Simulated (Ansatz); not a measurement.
## BaTiO₃: electron density at the nuclei under pressure

```yaml
crystal:
  lattice:
    - [3.98410, 0.00000, 0.00000]
    - [0.00000, 2.83705, 2.84580]
    - [0.00000, -2.83705, 2.84580]
  atoms:
    - { symbol: Ba, position: [0.00000, 0.00000, 0.00000] }
    - { symbol: Ti, position: [0.50000, 0.50790, 0.50790] }
    - { symbol: O, position: [0.00000, 0.49210, 0.49210] }
    - { symbol: O, position: [0.50000, 0.50251, 0.99371] }
    - { symbol: O, position: [0.50000, 0.99371, 0.50251] }
```

Atom numbers follow the list: Ba1, Ti2, O3, O4, O5.

The cell is COD entry 9016084, as deposited and not checked against the literature; nothing was relaxed.

No spin–orbit coupling, which matters for the heavy atoms here.

All numbers below come from Ansatz 0.2.0, DFT, PBE, all-electron PAW with datasets made for the crystal, scalar-relativistic.

The runs use a Γ-centred 8×8×8 k mesh, Fermi–Dirac smearing of 0.05 eV, cutoff 560 eV (chosen by the program for this cell), no spin polarisation.

The contact density is the mean electron density over the nuclear volume; its changes follow the s electrons' response to bonding and compression. Changes below are taken from the unscaled cell, where it is 2.0651e+06 e/Å³ at Ba1, 56838.5 e/Å³ at Ti2, 2157.94 e/Å³ at O3, 2157.98 e/Å³ at O4.

Volumes at which the program chose other datasets or cutoffs are left out.

```tsv
V/V(cell)	P (GPa)	Δρ(0) Ba1 (e/Å³)	Δρ(0) Ti2 (e/Å³)	Δρ(0) O3 (e/Å³)	Δρ(0) O4 (e/Å³)
0.9800	5.5	?	?	-0.05	-0.06
0.9900	3.7	0.18	0.16	-0.03	-0.03
1.0000	1.9	0.00	0.00	0.00	0.00
1.0100	0.3	-0.18	-0.16	0.03	0.03
```

Problem. What belongs in the row "0.9800", column "Δρ(0) Ti2 (e/Å³)"?

Solution. 0.32.

Problem. Give the missing entry: row "0.9800", column "Δρ(0) Ba1 (e/Å³)".

Solution. 0.37.

The datasets are made afresh for each cell, so very small changes are uncertain. Scalar relativity leaves out the p1/2 density at heavy nuclei.
